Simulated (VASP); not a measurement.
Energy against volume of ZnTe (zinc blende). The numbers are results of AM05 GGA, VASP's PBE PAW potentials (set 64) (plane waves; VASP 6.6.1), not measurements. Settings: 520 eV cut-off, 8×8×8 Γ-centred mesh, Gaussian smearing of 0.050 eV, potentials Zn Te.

| V (Å³/atom) | E (eV/atom) |
|---|---|
| 27.409 | -2.71349 |
| 28.257 | -2.71757 |
| 29.104 | -2.71405 |
| 29.952 | -2.70414 |

Q: Fit these four points and predict the energy of the run at 26.561 Å³/atom.

A: A cubic in V^(−2/3), the third-order Birch-Murnaghan form, passes through the four points with V0 = 28.26 Å³/atom and B0 = 48 GPa, and gives -2.7004 eV/atom there. The run gave -2.7004 eV/atom, -0.1 meV/atom from the fit; all five points give B0 = 48 GPa.

The compound is ZnTe in the zinc blende structure. It was relaxed first.
